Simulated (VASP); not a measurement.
# AlN in VASP: relaxation of the atoms with PBEsol

Aim: the relaxation of the atoms of AlN with PBEsol.

Program: VASP 6.6.1. These are calculated values, not measurements. Logs are shortened: lines on timing, memory, paths and dates and some standing lists are left out, and cuts for length are marked.

## (1) The structure

The cell holds a slab with vacuum, 16 atoms: a = 3.113 Å, b = 4.981 Å, c = 24.986 Å, α = 90.00°, β = 90.00°, γ = 90.00°.

## (2) Relaxation of the atoms, PBEsol

Input file INCAR:

```
PREC = Accurate
ENCUT = 520
EDIFF = 1E-7
ISMEAR = 0
SIGMA = 0.05
LREAL = False
LASPH = True
NELM = 100
ALGO = Normal
ISIF = 2
LWAVE = False
LCHARG = False
LDIPOL = True
IDIPOL = 3
DIPOL = 0.5 0.5 0.500
GGA = PS
IBRION = 2
NSW = 100
EDIFFG = -0.015
KPAR = 8
```

Input file KPOINTS:

```
Automatic mesh
0
Gamma
  8 6 1
```

Input file POSCAR:

```
AlN
1.0
    3.1130000000      0.0000000000      0.0000000000
    0.0000000000      4.9810000000      0.0000000000
    0.0000000000      0.0000000000     24.9864569400
Al N
8 8
Direct
    0.0000000001      0.0000000000      0.3201734451
    0.5000000000      0.5000000000      0.3561387561
    0.5000000001      0.0000000000      0.4280693780
    1.0000000000      0.5000000000      0.4640346890
    0.0000000001      0.0000000000      0.5359653110
    0.5000000000      0.5000000000      0.5719306220
    0.5000000001      0.0000000000      0.6438612439
    1.0000000000      0.5000000000      0.6798265549
    0.0000000001      0.3800000000      0.3201734451
    0.5000000000      0.8800000000      0.3561387561
    0.5000000001      0.3800000000      0.4280693780
    1.0000000000      0.8800000000      0.4640346890
    0.0000000001      0.3800000000      0.5359653110
    0.5000000000      0.8800000000      0.5719306220
    0.5000000001      0.3800000000      0.6438612439
    1.0000000000      0.8800000000      0.6798265549
```

Potentials or basis: VASP PAW PBE potentials, release 64 (Al, N).

Started as:

```console
$ cat potpaw_PBE.64/Al/POTCAR potpaw_PBE.64/N/POTCAR > POTCAR
$ mpirun -np 8 vasp_std > vasp.out
```

OUTCAR:

```text
PREC = Accurate
   ENCUT = 520
   EDIFF = 1E-7
   ISMEAR = 0
   LREAL = False
   LASPH = True
   NELM = 100
   ISIF = 2
   GGA = PS
   IBRION = 2
   NSW = 100
   EDIFFG = -0.015

 ion  position               nearest neighbor table
   1  0.000  0.000  0.320-   9 1.89  10 1.89  10 1.89   2 3.07   2 3.07   2 3.07   2 3.07   3 3.11
                             3 3.11
   2  0.500  0.500  0.356-  10 1.89  11 1.89   9 1.89   9 1.89   3 3.07   3 3.07   1 3.07   1 3.07
                             1 3.07   1 3.07   4 3.11   4 3.11
   3  0.500  0.000  0.428-  11 1.89  10 1.89  12 1.89  12 1.89   2 3.07   2 3.07   4 3.07   4 3.07
                             4 3.07   4 3.07   1 3.11   1 3.11   5 3.11   5 3.11
   4  0.000  0.500  0.464-  12 1.89  11 1.89  11 1.89  13 1.89   3 3.07   3 3.07   3 3.07   3 3.07
                             5 3.07   5 3.07   2 3.11   2 3.11   6 3.11   6 3.11
   5  0.000  0.000  0.536-  13 1.89  14 1.89  14 1.89  12 1.89   6 3.07   6 3.07   6 3.07   6 3.07
                             4 3.07   4 3.07   7 3.11   7 3.11   3 3.11   3 3.11
   6  0.500  0.500  0.572-  14 1.89  15 1.89  13 1.89  13 1.89   7 3.07   7 3.07   5 3.07   5 3.07
                             5 3.07   5 3.07   8 3.11   8 3.11   4 3.11   4 3.11
   7  0.500  0.000  0.644-  15 1.89  14 1.89  16 1.89  16 1.89   6 3.07   6 3.07   8 3.07   8 3.07
                             8 3.07   8 3.07   5 3.11   5 3.11
   8  0.000  0.500  0.680-  16 1.89  15 1.89  15 1.89   7 3.07   7 3.07   7 3.07   7 3.07   6 3.11
                             6 3.11
   9  0.000  0.380  0.320-   1 1.89   2 1.89   2 1.89
  10  0.500  0.880  0.356-   2 1.89   3 1.89   1 1.89   1 1.89
  11  0.500  0.380  0.428-   3 1.89   2 1.89   4 1.89   4 1.89
  12  0.000  0.880  0.464-   4 1.89   3 1.89   3 1.89   5 1.89
  13  0.000  0.380  0.536-   5 1.89   6 1.89   6 1.89   4 1.89
  14  0.500  0.880  0.572-   6 1.89   7 1.89   5 1.89   5 1.89
  15  0.500  0.380  0.644-   7 1.89   6 1.89   8 1.89   8 1.89
  16  0.000  0.880  0.680-   8 1.89   7 1.89   7 1.89

  LATTYP: Found a simple orthorhombic cell.
 ALAT       =     3.1130000000
 B/A-ratio  =     1.6000642467
 C/A-ratio  =     8.0264879345

  Lattice vectors:

 A1 = (   3.1130000000,   0.0000000000,   0.0000000000)
 A2 = (   0.0000000000,   4.9810000000,   0.0000000000)
 A3 = (   0.0000000000,   0.0000000000,  24.9864569400)

Analysis of symmetry for initial positions (statically):
=====================================================================
 Subroutine PRICEL returns:
 Original cell was already a primitive cell.

 Routine SETGRP: Setting up the symmetry group for a
 simple orthorhombic supercell.

 Subroutine GETGRP returns: Found  4 space group operations
 (whereof  2 operations were pure point group operations)
 out of a pool of  8 trial point group operations.

The static configuration has the point symmetry C_1h.
 The point group associated with its full space group is C_2v.

Analysis of symmetry for dynamics (positions and initial velocities):
=====================================================================
 Subroutine PRICEL returns:
 Original cell was already a primitive cell.

 Routine SETGRP: Setting up the symmetry group for a
 simple orthorhombic supercell.

 Subroutine GETGRP returns: Found  4 space group operations
 (whereof  2 operations were pure point group operations)
 out of a pool of  8 trial point group operations.

The dynamic configuration has the point symmetry C_1h.
 The point group associated with its full space group is C_2v.

 Subroutine INISYM returns: Found  4 space group operations
 (whereof  2 operations are pure point group operations),
 and found     1 'primitive' translations

----------------------------------------------------------------------------------------

                                     Primitive cell

  volume of cell :     387.4363

  direct lattice vectors                    reciprocal lattice vectors
     3.113000000  0.000000000  0.000000000     0.321233537  0.000000000  0.000000000
     0.000000000  4.981000000  0.000000000     0.000000000  0.200762899  0.000000000
     0.000000000  0.000000000 24.986456940     0.000000000  0.000000000  0.040021681

  length of vectors
     3.113000000  4.981000000 24.986456940     0.321233537  0.200762899  0.040021681

  position of ions in fractional coordinates (direct lattice)
     0.000000000  0.000000000  0.320173445
     0.500000000  0.500000000  0.356138756
     0.500000000  0.000000000  0.428069378
     0.000000000  0.500000000  0.464034689
     0.000000000  0.000000000  0.535965311
     0.500000000  0.500000000  0.571930622
[... 8 lines left out ...]
     0.500000000  0.380000000  0.643861244
     0.000000000  0.880000000  0.679826555

  ion indices of the primitive-cell ions
   primitive index   ion index
                 1           1
                 2           2
                 3           3
                 4           4
                 5           5
                 6           6
[... 8 lines left out ...]
                15          15
                16          16
[... 62 lines left out ...]
   LNONCOLLINEAR =      F non collinear calculations
   LSORBIT =      F    spin-orbit coupling
   LASPH  =      T    aspherical Exc in radial PAW
   ENCUT  =  520.0 eV  38.22 Ry    6.18 a.u.   5.79  9.26 46.46*2*pi/ulx,y,z
   NELM   =    100;   NELMIN=  2; NELMDL= -5     # of ELM steps
   EDIFF  = 0.1E-06   stopping-criterion for ELM
   LREAL  =      F    real-space projection
   EDIFFG = -.1E-01   stopping-criterion for IOM
   NSW    =    100    number of steps for IOM
   IBRION =      2    ionic relax: 0-MD 1-quasi-New 2-CG
   NFREE  =      1    steps in history (QN), initial steepest desc. (CG)
   ISIF   =      2    stress and relaxation
   ISYM   =      2    0-nonsym 1-usesym 2-fastsym
   POTIM  = 0.5000    time-step for ionic-motion
   TEBEG  =    0.0;   TEEND  =   0.0 temperature during run
   PSTRESS=    0.0 pullay stress
   NELECT =      64.0000    total number of electrons
   NUPDOWN=      -1.0000    fix difference up-down
   EMIN   =  10.00;   EMAX   =-10.00  energy-range for DOS
   EFERMI =   0.00;   METHOD = LEGACY
   ISMEAR =     0;   SIGMA  =   0.05  broadening in eV -4-tet -1-fermi 0-gaus
   EFERMI_NEDOS =   21; number of points for ismear=-14 and -15
   IALGO  =     38    algorithm
   IMIX   =      4    mixing-type and parameters
     AMIX     =   0.40;   BMIX     =  1.00
     AMIX_MAG =   1.60;   BMIX_MAG =  1.00
  volume/ion in A,a.u.               =      24.21       163.41
  Fermi-wavevector in a.u.,A,eV,Ry     =   0.898259  1.697463 10.978112  0.806868
  Thomas-Fermi vector in A             =   2.020945
   LORBIT       =      0    0 simple, 1 ext, 2 COOP (PROOUT), +10 PAW based schemes
   GGA     = PS    functional components
   LHFCALC =     F    Hartree Fock is set to
   AEXX    =    0.0000 exact exchange contribution
   IVDW    =     0    specifies the selected vdW correction
   LEPSILON=     F    determine dielectric tensor
   LRPA    =     F    only Hartree local field effects (RPA)
 conjugate gradient relaxation of ions
 non-spin polarized calculation
 Gauss-broadening in eV      SIGMA  =   0.05
  energy-cutoff  :      520.00
  volume of cell :      387.44
 maximum number of plane-waves:     10486
 NGX is ok and might be reduce to    24
   NGX = 11   NGY = 19   NGZ = 93

--------------------------------------- Ionic step        1  -------------------------------------------

 number of electron      63.9999994 magnetization

 Free energy of the ion-electron system (eV)
  ---------------------------------------------------
  ext. energy  EPLUGINS =         0.00000000
  ---------------------------------------------------
  free energy    TOTEN  =      -119.76961324 eV

  energy without entropy =     -119.76961324  energy(sigma->0) =     -119.76961324

------------------------ aborting loop because EDIFF is reached ----------------------------------------

  FORCE on cell =-STRESS in cart. coord.  units (eV):
  Direction    XX          YY          ZZ          XY          YZ          ZX
  --------------------------------------------------------------------------------------
  -------------------------------------------------------------------------------------
  Total       -0.8365767     -7.9941070     -3.0769122      0.0000000      0.0000000      0.0000000
  in kB       -3.4595211    -33.0582758    -12.7240493      0.0000000      0.0000000      0.0000000
  external PRESSURE =     -16.4139487 kB  Pullay stress =       0.0000000 kB
[... 87 lines left out ...]
--------------------------------------- Ionic step        3  -------------------------------------------

 number of electron      63.9999994 magnetization

 E-fermi :   0.0154     XC(G=0):  -5.4122

 val. band max:       -0.2721884456   @ k =   0.1250   0.0000   0.0000
 cond. band min:       2.0037441169   @ k =   0.0000   0.0000   0.0000
 fundamental gap:      2.2759325625
 Fermi energy:         0.0153525729

 k-point     1 :       0.0000    0.0000    0.0000
  band No.  band energies     occupation
      1     -15.4973      2.00000
      2     -15.0965      2.00000
      3     -14.5226      2.00000
      4     -13.8737      2.00000
      5     -13.3289      2.00000
      6     -13.0443      2.00000
[... 912 lines left out ...]
  FREE ENERGIE OF THE ION-ELECTRON SYSTEM (eV)
  ---------------------------------------------------
  free  energy   TOTEN  =      -120.5547533572 eV

  energy  without entropy=     -120.5547533572  energy(sigma->0) =     -120.55475336

[... ionic steps 4 to 17 ...]

--------------------------------------- Ionic step       18  -------------------------------------------

 number of electron      63.9999998 magnetization

------------------------ aborting loop because EDIFF is reached ----------------------------------------
[... 45 lines left out ...]
--------------------------------------- Ionic step       19  -------------------------------------------

 number of electron      63.9999998 magnetization

 dipolmoment           0.000000      0.000000     -0.000000 electrons x Angstroem

------------------------ aborting loop because EDIFF is reached ----------------------------------------

  FORCE on cell =-STRESS in cart. coord.  units (eV):
  Direction    XX          YY          ZZ          XY          YZ          ZX
  --------------------------------------------------------------------------------------
  -------------------------------------------------------------------------------------
  Total        5.2254522      2.2227569     -0.2467790      0.0000000      0.0000000      0.0000000
  in kB       21.6089725      9.1918347     -1.0205126      0.0000000      0.0000000      0.0000000
  external PRESSURE =       9.9267649 kB  Pullay stress =       0.0000000 kB
[... 37 lines left out ...]
--------------------------------------- Ionic step       20  -------------------------------------------

 number of electron      63.9999998 magnetization

 dipolmoment           0.000000      0.000000      0.000000 electrons x Angstroem

 Free energy of the ion-electron system (eV)
  ---------------------------------------------------
  ext. energy  EPLUGINS =         0.00000000
  ---------------------------------------------------
  free energy    TOTEN  =      -120.73744699 eV

  energy without entropy =     -120.73744699  energy(sigma->0) =     -120.73744699

 E-fermi :  -0.2921     XC(G=0):  -5.3456

 val. band max:       -0.5195580979   @ k =   0.3750   0.5000   0.0000
 cond. band min:       2.1683286545   @ k =   0.0000   0.0000   0.0000
 fundamental gap:      2.6878867524
 Fermi energy:        -0.2921107874

 k-point     1 :       0.0000    0.0000    0.0000
  band No.  band energies     occupation
      1     -15.9115      2.00000
      2     -15.5311      2.00000
      3     -14.8926      2.00000
      4     -14.1848      2.00000
      5     -13.6943      2.00000
      6     -13.3926      2.00000
[... 869 lines left out ...]
     40       5.6557      0.00000
     41       5.8508      0.00000

------------------------ aborting loop because EDIFF is reached ----------------------------------------

 vacuum level on the upper side and lower side of the slab       (xc-potential included)        -0.006        -0.006

  FORCE on cell =-STRESS in cart. coord.  units (eV):
  Direction    XX          YY          ZZ          XY          YZ          ZX
  --------------------------------------------------------------------------------------
  -------------------------------------------------------------------------------------
  Total        5.2752413      2.1734126     -0.1700619      0.0000000      0.0000000      0.0000000
  in kB       21.8148670      8.9877799     -0.7032623      0.0000000      0.0000000      0.0000000
  external PRESSURE =      10.0331282 kB  Pullay stress =       0.0000000 kB
[... 31 lines left out ...]
  FREE ENERGIE OF THE ION-ELECTRON SYSTEM (eV)
  ---------------------------------------------------
  free  energy   TOTEN  =      -120.7374469884 eV

  energy  without entropy=     -120.7374469884  energy(sigma->0) =     -120.73744699

 reached required accuracy - stopping structural energy minimisation

 vacuum level on the upper side and lower side of the slab         5.207         5.207
```

It took 19 min on 8 MPI ranks of Intel Xeon Platinum 8259CL at 2.50GHz (Skylake/Cascade Lake), shared host; peak memory 0.62 GiB.

What came out:

```
Free energy                  : -120.7374 eV
Energy gained by relaxing    : 60.5 meV/atom
Ionic steps                  : 20
Largest force after relaxing : 0.010 eV/Å
Band gap on the k mesh       : 2.69 eV, indirect (least direct gap 2.77 eV)
```

Forces in eV/Å, atoms in the order of the input:
```
Al   0.000 -0.004 -0.007
Al   0.000  0.001  0.002
Al   0.000 -0.001  0.010
Al   0.000  0.003  0.007
Al   0.000  0.003 -0.007
Al   0.000 -0.001 -0.010
Al   0.000  0.001 -0.002
Al   0.000 -0.004  0.007
N    0.000 -0.004  0.006
N    0.000  0.007 -0.002
N    0.000  0.007  0.005
N    0.000 -0.008  0.002
N    0.000 -0.008 -0.002
N    0.000  0.007 -0.005
N    0.000  0.007  0.002
N    0.000 -0.004 -0.006
```

The path:
```
step  energy change (eV)  largest force (eV/Å)  pressure (GPa)
   1              0.0000                2.5971           -1.64
   2             -0.7722                1.1472           -0.29
   3             -0.7851                1.1199           -0.03
   4             -0.9043                0.5521            0.23
   5             -0.9043                0.5481            0.23
   6             -0.9334                0.3133            0.46
   7             -0.9337                0.3077            0.44
   8             -0.9465                0.2222            0.50
   9             -0.9495                0.2655            0.56
  10             -0.9592                0.1727            0.66
  11             -0.9610                0.1812            0.73
  12             -0.9649                0.0939            0.80
  13             -0.9655                0.0515            0.78
  14             -0.9662                0.0463            0.83
  15             -0.9663                0.0667            0.86
  16             -0.9668                0.0486            0.89
  17             -0.9672                0.0426            0.93
  18             -0.9676                0.0201            0.97
  19             -0.9677                0.0238            0.99
  20             -0.9678                0.0101            1.00
```

Final structure:
```
Al N
1.0
     3.11300    0.00000    0.00000
     0.00000    4.98100    0.00000
     0.00000    0.00000   24.98646
Al N
8 8
Cartesian
  0.0000 0.1181 8.2605
  1.5565 2.4494 8.8152
  1.5565 4.9808 10.7379
  0.0000 2.4711 11.5720
  0.0000 4.9616 13.4145
  1.5565 2.4903 14.2485
  1.5565 4.9399 16.1712
  0.0000 2.6086 16.7260
  0.0000 1.8737 8.0377
  1.5565 4.3512 8.8955
  1.5565 1.8915 10.6954
  0.0000 4.3783 11.5970
  0.0000 1.8878 13.3894
  1.5565 4.3820 14.2910
  1.5565 1.8607 16.0909
  0.0000 4.3642 16.9488
```

Caveat: the PAW data sets were made with another functional, which shifts forces and pressure a little. A hybrid or GW would open this gap; PBEsol tends to underestimate it.
